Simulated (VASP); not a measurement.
# H2 in VASP: further runs, part 2 of 2

VASP 6.6.1.

## (4) Single point, RPBE

Input file INCAR:

```
SYSTEM = H
ALGO = Fast
EDIFF = 1E-6
ENCUT = 400
GGA = RP
ISIF = 2
ISMEAR = 0
ISYM = 0
LASPH = .TRUE.
LCHARG = .FALSE.
LREAL = .FALSE.
LWAVE = .FALSE.
NELM = 60
PREC = Accurate
SIGMA = 0.01
```

Input file KPOINTS:

```
k-points
0
G
  1 1 1
  0 0 0
```

Input file POSCAR:

```
H                                       
1.0
   11.1715072411      0.0000000000      0.0000000000
    0.0000000000     11.6715072411      0.0000000000
    0.0000000000      0.0000000000     12.1715072411
  H             
     2
Selective dynamics
Direct
     0.5029840055999983    0.4878045314999966    0.5275852130999965   F   F   F
     0.4972158830805482    0.5196554777098372    0.4742661171400267   T   T   T
```

Potentials or basis: VASP PAW PBE potentials, release 64 (H).

Launch:

```bash
> cat potpaw_PBE.64/H/POTCAR > POTCAR
> mpirun -np 4 vasp_gam > vasp.out
```

OUTCAR:

```text
SYSTEM = H
   EDIFF = 1E-6
   ENCUT = 400
   GGA = RP
   ISIF = 2
   ISMEAR = 0
   ISYM = 0
   LASPH = .TRUE.
   LREAL = .FALSE.
   NELM = 60
   PREC = Accurate

 ion  position               nearest neighbor table
   1  0.503  0.488  0.528-   2 0.75
   2  0.497  0.520  0.474-   1 0.75

IMPORTANT INFORMATION: All symmetrisations will be switched off!
NOSYMM: (Re-)initialisation of all symmetry stuff for point group C_1.

----------------------------------------------------------------------------------------

                                     Primitive cell

  volume of cell :    1587.0225

  direct lattice vectors                    reciprocal lattice vectors
    11.171507241  0.000000000  0.000000000     0.089513436  0.000000000  0.000000000
     0.000000000 11.671507241  0.000000000     0.000000000  0.085678737  0.000000000
     0.000000000  0.000000000 12.171507241     0.000000000  0.000000000  0.082159093

  length of vectors
    11.171507241 11.671507241 12.171507241     0.089513436  0.085678737  0.082159093

  position of ions in fractional coordinates (direct lattice)
     0.502984006  0.487804531  0.527585213
     0.497215883  0.519655478  0.474266117

  ion indices of the primitive-cell ions
   primitive index   ion index
                 1           1
                 2           2

----------------------------------------------------------------------------------------

 KPOINTS: k-points

Automatic generation of k-mesh.
 Grid dimensions read from file:
 generate k-points for:    1    1    1

 Generating k-lattice:

  Cartesian coordinates                     Fractional coordinates (reciprocal lattice)
     0.089513436  0.000000000  0.000000000     1.000000000  0.000000000  0.000000000
     0.000000000  0.085678737  0.000000000     0.000000000  1.000000000  0.000000000
     0.000000000  0.000000000  0.082159093     0.000000000  0.000000000  1.000000000

  Length of vectors
     0.089513436  0.085678737  0.082159093

  Shift w.r.t. Gamma in fractional coordinates (k-lattice)
[... 47 lines left out ...]
     AMIX     =   0.40;   BMIX     =  1.00
     AMIX_MAG =   1.60;   BMIX_MAG =  1.00
  volume/ion in A,a.u.               =     793.51      5354.88
  Fermi-wavevector in a.u.,A,eV,Ry     =   0.176830  0.334161  0.425441  0.031269
  Thomas-Fermi vector in A             =   0.896670
   LORBIT       =      0    0 simple, 1 ext, 2 COOP (PROOUT), +10 PAW based schemes
   GGA     = RP    functional components
   LHFCALC =     F    Hartree Fock is set to
   AEXX    =    0.0000 exact exchange contribution
   IVDW    =     0    specifies the selected vdW correction
   LEPSILON=     F    determine dielectric tensor
   LRPA    =     F    only Hartree local field effects (RPA)
 non-spin polarized calculation
 RMM-DIIS sequential band-by-band and
 Gauss-broadening in eV      SIGMA  =   0.01
  energy-cutoff  :      400.00
  volume of cell :     1587.02
 maximum number of plane-waves:     14409
 NGX is ok and might be reduce to    80
   NGX = 37   NGY = 39   NGZ = 39

 number of electron       2.0000000 magnetization

 Free energy of the ion-electron system (eV)
  ---------------------------------------------------
  ext. energy  EPLUGINS =         0.00000000
  ---------------------------------------------------
  free energy    TOTEN  =        -6.97800939 eV

  energy without entropy =       -6.97800939  energy(sigma->0) =       -6.97800939

 E-fermi : -10.2922     XC(G=0):  -0.2713

 val. band max:      -10.3599372220   @ k =   0.0000   0.0000   0.0000
 cond. band min:      -0.1533504151   @ k =   0.0000   0.0000   0.0000
 fundamental gap:     10.2065868069
 Fermi energy:       -10.2921814594

 k-point     1 :       0.0000    0.0000    0.0000
  band No.  band energies     occupation
      1     -10.3599      2.00000
      2      -0.1534      0.00000
      3       0.2013      0.00000
      4       0.6911      0.00000
      5       0.7683      0.00000
      6       0.8525      0.00000
      7       0.9975      0.00000
      8       1.0917      0.00000

------------------------ aborting loop because EDIFF is reached ----------------------------------------

  FORCE on cell =-STRESS in cart. coord.  units (eV):
  Direction    XX          YY          ZZ          XY          YZ          ZX
  --------------------------------------------------------------------------------------
  -------------------------------------------------------------------------------------
  Total       -0.1218601     -0.1503570     -0.2130095      0.0053781      0.0529666     -0.0091754
  in kB       -0.1230238     -0.1517928     -0.2150436      0.0054295      0.0534724     -0.0092631
  external PRESSURE =      -0.1632867 kB  Pullay stress =       0.0000000 kB

 VOLUME and BASIS-vectors are now :
 -----------------------------------------------------------------------------
  energy-cutoff  :      400.00
  volume of cell :     1587.02
      direct lattice vectors                 reciprocal lattice vectors
    11.171507241  0.000000000  0.000000000     0.089513436  0.000000000  0.000000000
     0.000000000 11.671507241  0.000000000     0.000000000  0.085678737  0.000000000
     0.000000000  0.000000000 12.171507241     0.000000000  0.000000000  0.082159093

 POSITION                                       TOTAL-FORCE (eV/Angst)
 -----------------------------------------------------------------------------------
      5.61909      5.69341      6.42151        -0.009929      0.058412     -0.100889
      5.55465      6.06516      5.77253         0.009929     -0.058412      0.100889
 -----------------------------------------------------------------------------------
    total drift:                                0.000038     -0.000035      0.000035

  FREE ENERGIE OF THE ION-ELECTRON SYSTEM (eV)
  ---------------------------------------------------
  free  energy   TOTEN  =        -6.9780093897 eV

  energy  without entropy=       -6.9780093897  energy(sigma->0) =       -6.97800939
```

OSZICAR:

```text
N       E                     dE             d eps       ncg     rms          rms(c)
DAV:   1    -0.545078829733E+00   -0.54508E+00   -0.43163E+02    16   0.942E+01
DAV:   2    -0.762208107245E+01   -0.70770E+01   -0.70770E+01    24   0.255E+01
DAV:   3    -0.767302051678E+01   -0.50939E-01   -0.50939E-01    32   0.367E+00
[... 11 lines left out ...]
RMM:  15    -0.697795157286E+01   -0.36763E-04   -0.20179E-06    19   0.400E-03    0.234E-03
RMM:  16    -0.697799746733E+01   -0.45894E-04   -0.10992E-06    21   0.375E-03    0.123E-03
RMM:  17    -0.697800105611E+01   -0.35888E-05   -0.40208E-07    18   0.195E-03    0.103E-03
RMM:  18    -0.697800877031E+01   -0.77142E-05   -0.25350E-07    22   0.147E-03    0.556E-05
RMM:  19    -0.697800938968E+01   -0.61937E-06    0.00000E+00    18   0.312E-04
   1 F= -.69780094E+01 E0= -.69780094E+01  d E =-.651097E-22
```

It took 11 s on 4 MPI ranks of AMD EPYC 9R45 (Zen 5), shared host; peak memory 0.31 GiB.

What came out:

```yaml
Free_energy: -6.9780 eV
Largest_force: 0.117 eV/Å
Gap_between_the_frontier_levels: 10.21 eV
```

Forces on the atoms (eV/Å):
```
H   -0.010  0.058 -0.101
H    0.010 -0.058  0.101
```

Caveat: the PAW data sets were made with another functional, which shifts forces and pressure a little.

## (5) Single point, RPBE+D3(BJ)

INCAR, as its differences from that of step 4:

```diff
@@ -8,2 +8,3 @@
 ISYM = 0
+IVDW = 12
 LASPH = .TRUE.
```

KPOINTS is that of step 4.

POSCAR is that of step 4.

Launch:

```bash
> cat potpaw_PBE.64/H/POTCAR > POTCAR
> mpirun -np 4 vasp_gam > vasp.out
```

It took 11 s on 4 MPI ranks of AMD EPYC 9R45 (Zen 5), shared host; peak memory 0.31 GiB.

Results (log left out):

```
Free energy                     : -6.9906 eV
Largest force                   : 0.109 eV/Å
Gap between the frontier levels : 10.21 eV
Dispersion energy per atom      : -0.006 eV
```

Forces in eV/Å, atoms in the order of the input:
```
H   -0.009  0.054 -0.094
H    0.009 -0.054  0.094
```

Levels at points of the mesh, in eV from the valence-band top:
```
           k point  band 1  band 2  band 3  band 4  band 5
(0.00, 0.00, 0.00)    0.00   10.21   10.56   11.05   11.13
```

Caveat: the PAW data sets were made with another functional, which shifts forces and pressure a little.

## (6) Single point, optB86b-vdW

Input file INCAR:

```
SYSTEM = H
AGGAC = 0.0
ALGO = Fast
EDIFF = 1E-6
ENCUT = 400
GGA = MK
ISIF = 2
ISMEAR = 0
ISYM = 0
LASPH = .TRUE.
LCHARG = .FALSE.
LREAL = .FALSE.
LUSE_VDW = .TRUE.
LWAVE = .FALSE.
NELM = 60
PARAM1 = 0.1234
PARAM2 = 1.0
PREC = Accurate
SIGMA = 0.01
```

KPOINTS is that of step 5.

POSCAR is that of step 5.

Potentials or basis: VASP PAW PBE potentials, release 64 (H).

Launch:

```bash
> cat potpaw_PBE.64/H/POTCAR > POTCAR
> mpirun -np 4 vasp_gam > vasp.out
```

Run time: 2.2 min. Hardware: 4 MPI ranks of AMD EPYC 9R45 (Zen 5), shared host; peak memory 0.9 GiB.

Results (log left out):

| Property | Result |
| --- | --- |
| Free energy | -6.6252 eV |
| Largest force | 0.018 eV/Å |
| Gap between the frontier levels | 9.98 eV |

Forces on the atoms (eV/Å):
```
H   -0.002  0.009 -0.015
H    0.002 -0.009  0.015
```

Levels at points of the mesh, in eV from the valence-band top:
```
           k point  band 1  band 2  band 3  band 4  band 5  band 6
(0.00, 0.00, 0.00)    0.00    9.98   10.37   10.81   10.89   11.02
```

Caveat: the PAW data sets were made with another functional, which shifts forces and pressure a little.

## (7) Overview

```tsv
task	level	cell	atoms held fixed (from 0)	gap on the mesh (eV)	largest force (eV/Å)
relaxation of the atoms	PBE+D3(BJ)	atoms relaxed	[0]	10.21	-
single point	PBE	as given	-	10.17	-
single point	RPBE	as given	-	10.21	0.12
single point	RPBE+D3(BJ)	as given	-	10.21	0.11
single point	optB86b-vdW	as given	-	9.98	0.02
```

Alike in all rows: potentials or basis VASP PAW PBE potentials, release 64 (H); no spin polarisation; k mesh 1 × 1 × 1; cutoff (eV) 400; smearing gaussian 0.01 eV.

On the cell as given the gap runs from 9.98 eV (optB86b-vdW) to 10.21 eV (RPBE).

Caveats: the PAW data sets were made with another functional, which shifts forces and pressure a little (some runs).

Total energies depend on the potentials used, so only differences within one code and one set of settings carry meaning.
